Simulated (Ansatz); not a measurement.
TiO2:

```
Ti O
1.0
     2.70603   -2.70666    0.00000
     2.70603    2.70666    0.00000
    -2.63353    0.00000    4.79664
Ti O
2 4
Direct
  0.86589 0.13411 0.75000
  0.13411 0.86589 0.25000
  0.08876 0.33122 0.16715
  0.91124 0.66878 0.83285
  0.66878 0.91124 0.33285
  0.33122 0.08876 0.66715
```

The cell is a database's computed one.

| Item | Value |
| --- | --- |
| Program | Ansatz 0.2.0 |
| Task | single point |
| Functional | PBE |
| Potentials or basis | all-electron LAPW, scalar-relativistic |
| Cutoff | 415 eV (chosen from the basis error) |
| Basis error allowed | 0.001 eV/atom |
| k mesh | 8 × 8 × 6 |
| Occupations | fermi-dirac, width 0.05 eV |
| Spin | no spin polarisation |

On this cell: pressure -1.6 GPa; largest force 0.126 eV/Å; band gap on the k mesh 2.07 eV, indirect (least direct gap 2.41 eV).

The same run follows on a disturbed copy (atoms moved at random, drawn with an rms of 0.05 Å):

```xyz
6
Lattice="2.7060 -2.7067 0.0000 2.7060 2.7067 0.0000 -2.6335 0.0000 4.7966" Properties=species:S:1:pos:R:3 pbc="T T T"
Ti    0.7011   -1.9842    3.5864
Ti    2.0043    1.9410    1.2638
O     0.6819    0.6844    0.8025
O     2.0561   -0.6519    4.0195
O     3.4185    0.6373    1.6603
O    -0.5982   -0.6672    3.2188
```

Problem. What changes?

Solution. The energy moves by +10.6 meV/atom; pressure 0.1 GPa; largest force 0.931 eV/Å; band gap on the k mesh 2.13 eV, indirect (least direct gap 2.42 eV).

Forces in eV/Å, atoms in the order of the input:
```
Ti   0.186 -0.087  0.866
Ti   0.053  0.114 -0.922
O    0.008 -0.313  0.392
O    0.283 -0.007  0.150
O   -0.243  0.197 -0.465
O   -0.287  0.095 -0.021
```

Stress tensor (GPa, compression positive):
```
-0.93 -3.70 -0.32
-3.70 -0.85 -0.39
-0.32 -0.39  2.22
```

A k mesh can miss the band edges.
